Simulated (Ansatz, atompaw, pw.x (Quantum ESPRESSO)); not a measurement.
# Si: does the PAW (atompaw) potential hold in the solid?

atompaw 4.2.0.5 input, output lines left out:

```
Si 14
GGA-PBESOL scalarrelativistic loggrid 1500 logderivrange -3 5 201
3 3 0 0 0 0
3 1 2
0 0 0
c
c
v
c
v
1
2.10 1.55 1.95 1.15
y
2.1
n
y
1.75
n
custom rrkj gramschmidtortho gaussian
2 0.5 troulliermartins
1.95
2.10
2.10
2.10
```

Atomic tests: cutoffs needed: 8 Ry and 15 Ry (the cutoffs (Ry, on a coarse ladder) from which the occupation-weighted sum of valence levels, in a spherical-Bessel basis at the reference potential, stays within 10 and 1 mRy of its value at 400 Ry); ghost test: no extra level below or beside the all-electron valence levels (s, p, d, f tested) (spherical-Bessel basis up to 400 Ry, 20 bohr box); lowest eigenvalue of the overlap operator: 0.38 (s channel).

Crystal test: fcc Si in pw.x 7.5, no spin, 15³ k-points, Fermi–Dirac smearing 0.01 Ry, cutoffs 40/400 Ry. The reference is all-electron LAPW (Ansatz 0.2.0) with the same functional, mesh and smearing; V0 and B0 come from Birch–Murnaghan fits to the pressures at five volumes. Errors are pseudo minus all-electron; Δ is the rms difference of the E(V) curves that follow from these fits, minima aligned, over ±6 % about the mean V0. Mesh and smearing are coarse, so the numbers serve the comparison and aren't converged zero-temperature values; the lattice is a test structure that the element need not adopt.

All-electron: a0 = 3.832 Å (V0 = 14.07 Å³/atom), B0 = 91.1 GPa.

Question: How far does the potential miss the all-electron equation of state?

Answer: mean pressure error (GPa): -0.01; a0 (Å): 3.832; a0 error (%): -0.00; B0 error (%): -0.3; Δ (meV/atom): 0.0.

```csv
V (Å³/atom),P all-electron (GPa),P pseudo (GPa)
13.301,5.73,5.70
13.651,2.91,2.89
14.001,0.43,0.42
14.351,-1.75,-1.75
14.701,-3.67,-3.67
```

Question: At the middle volume, how do free energy and pressure move when the wave cutoff is lowered (ecutrho held at 400 Ry)?

Answer:

```csv
cutoff (Ry),shift of F (meV/atom),shift of P (GPa)
18,+35.0,-0.01
24,+10.2,-0.09
32,+1.4,-0.07
```

The run at the middle volume (120 k-points, 5 iterations) took about 12 s on one core of a shared host (AMD EPYC 7R43 64-Core Processor, 256 threads, 1004 GiB, load 184).
